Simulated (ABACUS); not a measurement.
# Ge (Fd-3m) in ABACUS: equation of state, part 2 of 2

ABACUS 3.10.1. The steps go on from the part before.

### 3 Equation of state, PBEsol, 21.73 Å³/atom (volume scaled by 0.96)

Input file INPUT:

```
INPUT_PARAMETERS
suffix              Ge
calculation         scf
basis_type          pw
pseudo_dir          ./
symmetry            1
dft_functional      pbesol
ecutwfc             79
pseudo_rcut         7
nspin               1
nbands              18
ks_solver           dav
smearing_method     fd
smearing_sigma      0.00367493
scf_thr             1e-08
scf_nmax            100
mixing_type         broyden
mixing_beta         0.7
cal_force           1
cal_stress          1
kpar                4
```

Input file STRU:

```
ATOMIC_SPECIES
Ge 72.6300 Ge.upf

LATTICE_CONSTANT
1.8897261246

LATTICE_VECTORS
0.0000000000 2.7906767997 2.7906767997
2.7906767997 0.0000000000 2.7906767997
2.7906767997 2.7906767997 0.0000000000

ATOMIC_POSITIONS
Direct

Ge
0.0
2
0.7500000000 0.7500000000 0.7500000000 1 1 1
0.5000000000 0.5000000000 0.5000000000 1 1 1
```

Input file KPT:

```
K_POINTS
0
Gamma
8 8 8 0 0 0
```

Potentials or basis: PseudoDojo NC SR 0.4.1 PBEsol standard, plane waves.

On the command line:

```console
$ OMP_NUM_THREADS=1 mpirun -np 4 abacus > log
```

It took 13 s on 4 MPI ranks of Intel Xeon Platinum 8259CL at 2.50GHz (Skylake/Cascade Lake), shared host; peak memory 0.36 GiB.

It converged, with:

| Item | Value |
| --- | --- |
| Free energy | -4854.5721 eV |
| Pressure | 3.8 GPa |
| Band gap on the k mesh | 0.25 eV, indirect (least direct gap 0.36 eV) |

### 4 Equation of state, PBEsol, 22.19 Å³/atom (volume scaled by 0.98)

INPUT is that of step 3.

Input file STRU:

```
ATOMIC_SPECIES
Ge 72.6300 Ge.upf

LATTICE_CONSTANT
1.8897261246

LATTICE_VECTORS
0.0000000000 2.8099234548 2.8099234548
2.8099234548 0.0000000000 2.8099234548
2.8099234548 2.8099234548 0.0000000000

ATOMIC_POSITIONS
Direct

Ge
0.0
2
0.7500000000 0.7500000000 0.7500000000 1 1 1
0.5000000000 0.5000000000 0.5000000000 1 1 1
```

KPT is that of step 3.

On the command line:

```console
$ OMP_NUM_THREADS=1 mpirun -np 4 abacus > log
```

It took 12 s on 4 MPI ranks of Intel Xeon Platinum 8259CL at 2.50GHz (Skylake/Cascade Lake), shared host; peak memory 0.36 GiB.

It converged, with:

```yaml
Free_energy: -4854.5886 eV
Pressure: 2.1 GPa
Band_gap_on_the_k_mesh: 0.17 eV, direct
```

### 5 Equation of state, PBEsol, 22.64 Å³/atom

INPUT is that of step 4.

Input file STRU:

```
ATOMIC_SPECIES
Ge 72.6300 Ge.upf

LATTICE_CONSTANT
1.8897261246

LATTICE_VECTORS
0.0000000000 2.8289100000 2.8289100000
2.8289100000 0.0000000000 2.8289100000
2.8289100000 2.8289100000 0.0000000000

ATOMIC_POSITIONS
Direct

Ge
0.0
2
0.7500000000 0.7500000000 0.7500000000 1 1 1
0.5000000000 0.5000000000 0.5000000000 1 1 1
```

KPT is that of step 4.

On the command line:

```console
$ OMP_NUM_THREADS=1 mpirun -np 4 abacus > log
```

Run time: 12 s. Hardware: 4 MPI ranks of Intel Xeon Platinum 8259CL at 2.50GHz (Skylake/Cascade Lake), shared host; peak memory 0.36 GiB.

It converged, with:

| Quantity | Value |
| --- | --- |
| Free energy | -4854.5962 eV |
| Pressure | 0.7 GPa |
| Band gap on the k mesh | none (metal or under the smearing width) |

### 6 Equation of state, PBEsol, 23.09 Å³/atom (volume scaled by 1.02)

INPUT is that of step 5.

Input file STRU:

```
ATOMIC_SPECIES
Ge 72.6300 Ge.upf

LATTICE_CONSTANT
1.8897261246

LATTICE_VECTORS
0.0000000000 2.8476450493 2.8476450493
2.8476450493 0.0000000000 2.8476450493
2.8476450493 2.8476450493 0.0000000000

ATOMIC_POSITIONS
Direct

Ge
0.0
2
0.7500000000 0.7500000000 0.7500000000 1 1 1
0.5000000000 0.5000000000 0.5000000000 1 1 1
```

KPT is that of step 5.

Potentials or basis: PseudoDojo NC SR 0.4.1 PBEsol standard, plane waves.

On the command line:

```console
$ OMP_NUM_THREADS=1 mpirun -np 4 abacus > log
```

It took 12 s on 4 MPI ranks of Intel Xeon Platinum 8259CL at 2.50GHz (Skylake/Cascade Lake), shared host; peak memory 0.36 GiB.

The run converged. Its results:

```yaml
Free_energy: -4854.5962 eV
Pressure: -0.6 GPa
Band_gap_on_the_k_mesh: none (metal or under the smearing width)
```

### 7 Equation of state, PBEsol, 23.54 Å³/atom (volume scaled by 1.04)

INPUT is that of step 6.

Input file STRU:

```
ATOMIC_SPECIES
Ge 72.6300 Ge.upf

LATTICE_CONSTANT
1.8897261246

LATTICE_VECTORS
0.0000000000 2.8661367691 2.8661367691
2.8661367691 0.0000000000 2.8661367691
2.8661367691 2.8661367691 0.0000000000

ATOMIC_POSITIONS
Direct

Ge
0.0
2
0.7500000000 0.7500000000 0.7500000000 1 1 1
0.5000000000 0.5000000000 0.5000000000 1 1 1
```

KPT is that of step 6.

Potentials or basis: PseudoDojo NC SR 0.4.1 PBEsol standard, plane waves.

On the command line:

```console
$ OMP_NUM_THREADS=1 mpirun -np 4 abacus > log
```

running log:

```text
ABACUS v3.10.1

               Atomic-orbital Based Ab-initio Computation at UStc

 ------------------------------------------------------------------------------------

 READING GENERAL INFORMATION
                           global_out_dir = OUT.Ge/
                           global_in_card = INPUT
                               pseudo_dir = ./
                              orbital_dir =
                                    DSIZE = 4
                                    GSIZE = 1

 READING UNITCELL INFORMATION
                                    ntype = 1
                  lattice constant (Bohr) = 1.88973
              lattice constant (Angstrom) = 1

 READING ATOM TYPE 1
[... 325 lines left out ...]
 1/8 kpoint (Cartesian) = 0.0000 0.0000 0.0000 (3719 pws)
       1       -15.9260     0.00390625
       2       -15.9260     0.00390625
       3       -15.9260     0.00390625
       4       -15.8935     0.00390625
       5       -15.8935     0.00390625
       6       -15.7022     0.00390625
[... 98 lines left out ...]
       5       -15.8724      0.0234375
       6       -15.7340      0.0234375
[... 10 lines left out ...]
      17        12.5257    1.52365e-34
      18        12.5257    1.52365e-34

[... levels at 2 further k points ...]

------------------------------------------------------------------------------------------
 TOTAL-FORCE (eV/Angstrom)
------------------------------------------------------------------------------------------
                       Ge1         0.0000000000         0.0000000000         0.0000000000
                       Ge2         0.0000000000         0.0000000000         0.0000000000
------------------------------------------------------------------------------------------

----------------------------------------------------------------
 TOTAL-STRESS (KBAR)
----------------------------------------------------------------
       -18.2227481597        -0.0000000000         0.0000000000
        -0.0000000000       -18.2227481597         0.0000000000
        -0.0000000000         0.0000000000       -18.2227481597
----------------------------------------------------------------
 TOTAL-PRESSURE: -18.222748 KBAR

 --------------------------------------------
 !FINAL_ETOT_IS -4854.5891942602966083 eV
 --------------------------------------------
```

Wall time 12 s (4 MPI ranks of Intel Xeon Platinum 8259CL at 2.50GHz (Skylake/Cascade Lake), shared host); peak memory 0.36 GiB.

What came out:

* Free energy: -4854.5892 eV
* Pressure: -1.8 GPa
* Band gap on the k mesh: none (metal or under the smearing width)

### 8 Equation of state, PBEsol, 24.00 Å³/atom (volume scaled by 1.06)

INPUT is that of step 7.

Input file STRU:

```
ATOMIC_SPECIES
Ge 72.6300 Ge.upf

LATTICE_CONSTANT
1.8897261246

LATTICE_VECTORS
0.0000000000 2.8843929095 2.8843929095
2.8843929095 0.0000000000 2.8843929095
2.8843929095 2.8843929095 0.0000000000

ATOMIC_POSITIONS
Direct

Ge
0.0
2
0.7500000000 0.7500000000 0.7500000000 1 1 1
0.5000000000 0.5000000000 0.5000000000 1 1 1
```

KPT is that of step 7.

On the command line:

```console
$ OMP_NUM_THREADS=1 mpirun -np 4 abacus > log
```

Wall time 12 s (4 MPI ranks of Intel Xeon Platinum 8259CL at 2.50GHz (Skylake/Cascade Lake), shared host); peak memory 0.36 GiB.

The run converged. Its results:

```
Free energy            : -4854.5758 eV
Pressure               : -2.9 GPa
Band gap on the k mesh : none (metal or under the smearing width)
```

### 9 Equation of state, PBEsol

Potentials or basis: PseudoDojo NC SR 0.4.1 PBEsol standard, plane waves.

This step only gathers the single runs of the series.

What came out:

```yaml
Equilibrium_volume: 22.86 Å³/atom
Bulk_modulus: 66 GPa
Pressure_derivative_of_the_bulk_modulus: "4.8 (rough: it moves with the points fitted)"
```

Energy against volume, from the lowest point:
```csv
volume (Å³/atom),energy (meV/atom)
21.281,25.30
21.733,12.06
22.186,3.84
22.639,0.00
23.092,0.00
23.545,3.52
23.997,10.21
```

### 10 Against experiment

Step 9. A measured bulk modulus of Ge is 75.8 GPa (quoted in “Sub-monolayer structures of Ag overlayers on Ge(111): experimental observations and first-principles study”, 2019, arxiv:1908.00180); the calculated 66 GPa misses it by -12.8 %. The fit is for a static lattice scaled at fixed shape and fixed fractional positions. The cell as given is a measured one (22.64 Å³/atom); PBEsol puts the equilibrium volume +1.0 % from it, thermal expansion not counted.
